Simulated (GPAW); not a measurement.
# CdS (Greenockite) (P6_3mc) in GPAW: further runs

The runs below take CdS (Greenockite) through single point, with PBE.

All numbers are computed with GPAW 26.7.0; they aren't measurements. Logs are shortened: lines on timing, memory, paths and dates and some standing lists are left out, and cuts for length are marked. The log counts tension as positive stress, the text compression.

**Measured values to compare with.**

“Isotope dependence of band-gap energy”, 2008, arxiv:0807.2152 quotes, for a bulk crystal of CdS: band gap 2.5809 ± 0.0002 eV.

The results are compared with them further down.

**1. The crystal as given**

Symmetry: P6_3mc, No. 186, hexagonal system. Conventional cell: a = 4.150 Å, b = 4.150 Å, c = 6.737 Å, α = 90.00°, β = 90.00°, γ = 120.00°. Cd (site symmetry 3m) has 4 S at 2.53 to 2.54 Å as nearest neighbours. S (site symmetry 3m) is surrounded by 4 Cd at 2.53 to 2.54 Å.

**2. Single point, PBE**

File run.py:

```python
from ase import Atoms
from ase.dft.bandgap import bandgap
from ase.io import write
from ase.units import GPa
from gpaw import GPAW, PW

atoms = Atoms(['Cd', 'Cd', 'S', 'S'],
              cell=[[4.15, 0.0, 0.0],
                    [-2.075, 3.5940054257, 0.0],
                    [0.0, 0.0, 6.737]],
              scaled_positions=[[0.6666666667, 0.3333333333, 0.5],
                                [0.3333333333, 0.6666666667, 0.0],
                                [0.6666666667, 0.3333333333, 0.875],
                                [0.3333333333, 0.6666666667, 0.375]],
              pbc=True)

calc = GPAW(mode=PW(600),
            xc='PBE',
            kpts={'size': (7, 7, 4), 'gamma': True},
            occupations={'name': 'methfessel-paxton', 'order': 0, 'width': 0.018000000000000002},
            nbands=31,
            convergence={'density': 1e-05, 'energy': 1e-05},
            maxiter=150,
            txt='gpaw.txt')
atoms.calc = calc
energy = atoms.get_potential_energy()
forces = atoms.get_forces()
stress = atoms.get_stress()
calc.write('gs.gpw')
write('result.traj', atoms)
print(f'Energy: {energy:.6f} eV')
print('Forces (eV/A):')
print(forces.round(4))
print('Stress (GPa):', (stress / GPa).round(3))
print('Fermi level:', round(calc.get_fermi_level(), 4), 'eV')
print(f'Gap: {bandgap(calc)[0]:.4f} eV, direct: {bandgap(calc, direct=True)[0]:.4f} eV')
```

Potentials or basis: GPAW PAW data sets (gpaw-data 1.2.1), pw.

Command:

```console
$ OMP_NUM_THREADS=1 python run.py
```

gpaw.txt:

```text
__  _  _
 | _ |_)|_||  |
 |__||  | ||/\| - 26.7.0

Input parameters:
  mode=PW(ecut=600.0),
  convergence={'density': 1e-05, 'energy': 1e-05},
  kpts=MonkhorstPack(size=(7, 7, 4), gamma=True),
  maxiter=150,
  nbands=31,
  occupations=Occupations(name='methfessel-paxton', order=0, width=0.018000000000000002),
  xc=XC(name='PBE')

Diagonalizing LCAO Hamiltonian
Converting LCAO to pw mode

            S

            Cd
        S

        Cd

Atoms  # Å, Bohr magnetons
|   | symbol |         x |        y |        z |    initial magnetic moments |
|---|--------|-----------|----------|----------|-----------------------------|
| 0 |     Cd |  2.075000 | 1.198002 | 3.368500 | ( 0.0000,  0.0000,  0.0000) |
| 1 |     Cd | -0.000000 | 2.396004 | 0.000000 | ( 0.0000,  0.0000,  0.0000) |
| 2 |      S |  2.075000 | 1.198002 | 5.894875 | ( 0.0000,  0.0000,  0.0000) |
| 3 |      S | -0.000000 | 2.396004 | 2.526375 | ( 0.0000,  0.0000,  0.0000) |

Unit cell  # Å
| periodic |         x |        y |        z |  lengths |     angles |
|----------|-----------|----------|----------|----------|------------|
|      yes |  4.150000 | 0.000000 | 0.000000 | 4.150000 |  90.000000 |
|      yes | -2.075000 | 3.594005 | 0.000000 | 4.150000 |  90.000000 |
|      yes |  0.000000 | 0.000000 | 6.737000 | 6.737000 | 120.000000 |

Number of symmetries: 6
Symmetry operations  # r_c * U_cc + t_c -> r_c
|   | kind |            matrix            |
|---|------|------------------------------|
| 0 |  σ   |  1, 1, 0,  0,-1, 0,  0, 0, 1 |
| 1 |  E   |  1, 0, 0,  0, 1, 0,  0, 0, 1 |
| 2 |  C3  |  0, 1, 0, -1,-1, 0,  0, 0, 1 |
| 3 |  σ   |  0,-1, 0, -1, 0, 0,  0, 0, 1 |
| 4 |  σ   | -1, 0, 0,  1, 1, 0,  0, 0, 1 |
| 5 |  C3  | -1,-1, 0,  1, 0, 0,  0, 0, 1 |

BZ-sampling:
  Number of BZ points: 196
  Number of IBZ points: 28

  Monkhorst-Pack size: [7, 7, 4]
  Monkhorst-Pack shift: [0.0, 0.0, 0.125]

K-points  # in reciprocal-cell coordinates
|     |                                coordinates |     weight |
|-----|--------------------------------------------|------------|
|   0 | (  0.00000000,   0.00000000,   0.00000000) | 0.00510204 |
|   1 | (  0.00000000,   0.00000000,   0.25000000) | 0.01020408 |
|   2 | (  0.00000000,   0.00000000,   0.50000000) | 0.00510204 |
|   3 | (  0.14285714,   0.00000000,  -0.25000000) | 0.03061224 |
|   4 | (  0.14285714,   0.00000000,   0.00000000) | 0.03061224 |
|   5 | (  0.14285714,   0.00000000,   0.25000000) | 0.03061224 |
|   6 | (  0.14285714,   0.00000000,   0.50000000) | 0.03061224 |
|   7 | (  0.28571429,  -0.14285714,   0.00000000) | 0.03061224 |
|   8 | (  0.28571429,  -0.14285714,   0.25000000) | 0.06122449 |
|   9 | (  0.28571429,  -0.14285714,   0.50000000) | 0.03061224 |
| ... |                                            |            |
|  27 | (  0.42857143,   0.42857143,   0.50000000) | 0.03061224 |

Plane wave coefficients: 3376
Cutoff: 600.0 eV

Spin-components: 1 (collinear spins)
Bands:           31
Projectors:      22
Spin-degeneracy: 2
Datatype:        complex128

Parallelization:
  kpt:    1
  domain: 1
  band:   1

Density:
  Valence electrons: 36.0
  Components: 1
  Grid points: [24 24 40]
  Charge: 0.0  # |e|

Potential:
  Grid points: [24 24 40]

species:
  Cd:
    name:    Cadmium
    Z:       48.0
    valence: 12
    core:    36
    charge:  0.0  # [|e|]
    compensation charges:
      type: gauss
      rc: 0.38  # [Å]
      lmax: 2
    cutoffs:
      filter: 2.12  # [Å]
      core: 2.62  # [Å]
    projectors
    | kind |    occ | energy [eV] | rcut [Å] |
    |------|--------|-------------|----------|
    |   5s |  2.000 |      -5.655 |    1.191 |
    |   5p |  0.000 |      -1.186 |    1.228 |
    |   4d | 10.000 |     -11.739 |    1.164 |
    |    s |        |      21.556 |    1.191 |
    |    p |        |      26.026 |    1.228 |
    |    d |        |      15.473 |    1.164 |

    Using partial waves for Cd as LCAO basis

  S:
    name:    Sulfur
    Z:       16.0
    valence: 6
    core:    10
    charge:  0.0  # [|e|]
    compensation charges:
      type: gauss
      rc: 0.24  # [Å]
      lmax: 2
    cutoffs:
      filter: 1.77  # [Å]
      core: 1.66  # [Å]
    projectors
    | kind |    occ | energy [eV] | rcut [Å] |
    |------|--------|-------------|----------|
    |   3s |  2.000 |     -17.254 |    0.974 |
    |   3p |  4.000 |      -7.008 |    0.979 |
    |    s |        |       9.957 |    0.974 |
    |    p |        |      20.203 |    0.979 |
    |    d |        |       0.000 |    0.900 |

    Using partial waves for S as LCAO basis

Reference energy: -326061.476468  # eV

eigensolver:
  PPCG
  Converge bands: occupied
  niter=2

density mixing:
  MSR1-Mixer
  Pratt-step length: 0.05
  Maximum mixing coefficient: 0.75
  Old densities: 10
  SVD Regularization: 0.005
  Good broyden scale: 1.0
  Trust region scale: 1.0
  Backstep threshold: 4.0
  History deletion threshold: 6.0
  Fourier metric: weight=20.0, sigma=0.015

occupation numbers:
  Methfessel-Paxton:
    width: 0.0180  # eV
    order: 0

poisson solver:
  ecut: 4800.0  # eV

xc functional:
  name: PBE with 2 nearest neighbor stencil

convergence criteria:
- Maximum integral of absolute [dens]ity change: 1e-05 electrons / valence electron
- Maximum [total energy] change in last 3 cyles: 1e-05 eV / valence electron
- Maximum integral of absolute [eigenst]ate change: 4e-08 eV^2 / valence electron
maximum number of iterations: 150

SCF iterations
|iter     | |      energy | eigst |  dens |
|---------|-|-------------|-------|-------|
|iter:   1| |  -13.697171 | -0.40 |       |
|iter:   2| |  -13.471898 | -2.10 | -1.12 |
|iter:   3| |  -12.684048 | -1.37 | -1.16 |
|iter:   4| |  -12.679890 | -3.22 | -1.73 |
|iter:   5| |  -12.679115 | -3.62 | -2.16 |
|iter:   6| |  -12.679220 | -4.97 | -2.86 |
|iter:   7| |  -12.679234c| -6.24 | -3.48 |
|iter:   8| |  -12.679234c| -7.31 | -4.41 |
|iter:   9| |  -12.679234c| -7.55c| -4.68 |
|iter:  10| |  -12.679234c| -7.84c| -5.19c|

Converged in 10 steps
Energy contributions relative to reference atoms: (reference = -326061.476468)

Energy contributions:
  Kinetic:          37.011610
  Coulomb:         -33.548933
  Zero:              0.289945
  External:          0.000000
  Xc:              -16.431855
  Entropy:          -0.000000
  Spinorbit:         0.000000
  ----------------------------
  Free energy:     -12.679234
  Extrapolated:    -12.679234

dipole moment: (-0.000000, -0.000021, -18.993700)  # |e|*Ang

Fermi level: 3.619
Eigenvalues  # (at kpt = [0.000, 0.000, 0.000])
| band index |      eig [eV] | occ [0-2] |
|------------|---------------|-----------|
|          0 |        -8.851 |     2.000 |
|        ... |               |           |
|         10 |        -3.654 |     2.000 |
|         11 |        -3.320 |     2.000 |
|         12 |        -0.883 |     2.000 |
|         13 |         2.699 |     2.000 |
|         14 |         2.699 |     2.000 |
|         15 |         3.419 |     2.000 |
|         16 |         3.463 |     2.000 |
|         17 |         3.463 |     2.000 |
|         18 |         4.640 |     0.000 |
|         19 |         6.237 |     0.000 |
|         20 |         9.889 |     0.000 |
|         21 |         9.889 |     0.000 |
|         22 |        10.215 |     0.000 |
|         23 |        10.993 |     0.000 |
|         24 |        10.993 |     0.000 |
|         25 |        11.129 |     0.000 |
|        ... |               |           |
|         30 |        14.988 |     0.000 |

Gap: 1.177 eV
Transition (v -> c):
  (s=0, k=0, n=17, [0.00, 0.00, 0.00]) -> (s=0, k=0, n=18, [0.00, 0.00, 0.00])
No difference between direct/indirect transitions

Forces  # eV/Ang
|        x |        y |        z |
|----------|----------|----------|
| -0.00000 | -0.00000 | -0.06686 |  # Cd   0
| -0.00000 |  0.00000 | -0.06740 |  # Cd   1
| -0.00000 |  0.00000 |  0.06680 |  # S    2
| -0.00000 |  0.00000 |  0.06744 |  # S    3

Stress tensor  # eV/Ang^3
|         x |         y |         z |
|-----------|-----------|-----------|
| -0.010039 |  0.000000 | -0.000000 |
|  0.000000 | -0.010039 |  0.000000 |
| -0.000000 |  0.000000 | -0.014059 |

# Writing to gs.gpw (mode='')
```

Run time: 40 s. Hardware: 1 thread of Arm Neoverse V2, shared host; peak memory 0.23 GiB.

Results:

```yaml
Free_energy: -12.6792 eV
Pressure: 1.8 GPa
Largest_force: 0.067 eV/Å
Band_gap_on_the_k_mesh: 1.18 eV, direct
```

Forces in eV/Å, atoms in the order of the input:
```
Cd   0.000  0.000 -0.067
Cd   0.000  0.000 -0.067
S    0.000  0.000  0.067
S    0.000  0.000  0.067
```

**3. Single point, PBE**

Edit run.py of step 2 so:

```diff
@@ -19,3 +19,3 @@
             kpts={'size': (7, 7, 4), 'gamma': True},
-            occupations={'name': 'methfessel-paxton', 'order': 0, 'width': 0.018000000000000002},
+            occupations={'name': 'methfessel-paxton', 'order': 0, 'width': 0.02},
             nbands=31,
```

Potentials or basis: GPAW PAW data sets (gpaw-data 1.2.1), pw.

Command:

```console
$ OMP_NUM_THREADS=1 python run.py
```

Wall time 40 s (1 thread of Arm Neoverse V2, shared host); peak memory 0.23 GiB.

Results (log left out):

```
Free energy            : -12.6792 eV
Pressure               : 1.8 GPa
Largest force          : 0.067 eV/Å
Band gap on the k mesh : 1.18 eV, direct
```

Forces on the atoms (eV/Å):
```
Cd   0.000  0.000 -0.067
Cd   0.000  0.000 -0.067
S    0.000  0.000  0.067
S    0.000  0.000  0.067
```

Stress tensor (GPa, compression positive):
```
1.61 0.00 0.00
0.00 1.61 0.00
0.00 0.00 2.25
```

Levels at points of the mesh, in eV from the valence-band top:
| k point | band 15 | band 16 | band 17 | band 18 | band 19 | band 20 | band 21 | band 22 |
| --- | --- | --- | --- | --- | --- | --- | --- | --- |
| (0.00, 0.00, 0.00) | -0.76 | -0.04 | 0.00 | 0.00 | 1.18 | 2.77 | 6.43 | 6.43 |
| (0.00, 0.00, 0.50) | -0.40 | -0.40 | -0.40 | -0.40 | 2.82 | 2.82 | 6.15 | 6.15 |

(Continued in part 2 of 2.)
